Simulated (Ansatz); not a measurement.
O on a Sn site in SnO2

The calculation used Ansatz 0.2.0, DFT PBE, scalar-relativistic, plane waves, PAW. Settings: 420 eV cutoff, 3×3×3 k-mesh, Gaussian smearing of 0.01 eV, collinear spin in charge +1 alone.

Host crystal, relaxed:

```xyz
6
Lattice="4.8265 0.0000 0.0000 0.0000 4.8284 0.0000 0.0000 0.0000 3.2382" Properties=species:S:1:pos:R:3 pbc="T T T"
Sn    2.4133    2.4142    1.6191
Sn    0.0000    0.0000    0.0000
O     1.4793    1.4807    0.0000
O     3.8926    0.9335    1.6191
O     0.9339    3.8949    1.6191
O     3.3472    3.3477    0.0000
```

Supercell of 24 atoms, rows in host cell vectors: 1 -1 0; 1 1 0; -1 0 2. Atoms relax at the host's cell from a start displaced at random by 0.05 Å near the defect, so other minima may exist. The cell is small, so energies carry finite-size errors of tenths of an eV. The host's Kohn–Sham gap is 0.68 eV. Atoms are taken from and returned to the elements' standard states. Charged cells are corrected for image charges with the computed static dielectric tensor (mean 13.0) and aligned with the host's potential at far atoms (alignment terms reach 2.73 eV; the program doubts the alignment in some charges, where it is up to 2.73 eV). No band-filling term is added, and the Fermi level counts from the host's valence band top.

Starting moments were lost in some runs.

Defect: O on a Sn site set at (0.500, 0.500, 0.500) of the host cell. In charges +2, +1, 0 some atom moved by up to 0.7 Å, so the relaxed defect can differ in kind from the start. Before relaxation its nearest neighbours are 6 O at 2.09 Å.

```json
{"charge": "+2", "E_f at the valence band top (eV)": "11.28", "over the neutral state (eV)": "0.88", "moment (μB)": "0.00", "largest move (Å)": "0.64", "atoms near the site": "1 O at 1.20 Å, 1 O at 1.83 Å, 1 O at 1.84 Å, 2 O at 2.64 Å, 1 O at 2.70 Å, 1 Sn at 2.88 Å"}
{"charge": "+1", "E_f at the valence band top (eV)": "10.55", "over the neutral state (eV)": "0.15", "moment (μB)": "1.00", "largest move (Å)": "0.70", "atoms near the site": "1 O at 1.23 Å, 1 O at 1.62 Å, 1 O at 2.21 Å, 1 O at 2.35 Å, 1 O at 2.77 Å, 1 O at 2.84 Å, 1 Sn at 2.98 Å"}
{"charge": "0", "E_f at the valence band top (eV)": "10.40", "over the neutral state (eV)": "0.00", "moment (μB)": "0.00", "largest move (Å)": "0.68", "atoms near the site": "1 O at 1.21 Å, 1 O at 1.99 Å, 1 O at 2.03 Å, 1 O at 2.41 Å, 1 O at 2.43 Å, 1 O at 2.85 Å"}
```

Among the charges computed the stable one is 0 at the valence band top and stays so across the gap. In charge +2, +1 the extra carrier would gain by moving to a band edge of the host, so it isn't bound in the gap, though by less than the errors named above. In charge +2 the cell has partly filled bands: a level of the defect may be part filled, the carrier may sit in the host's bands, or levels may cross between the k points, so transitions that involve it are doubtful.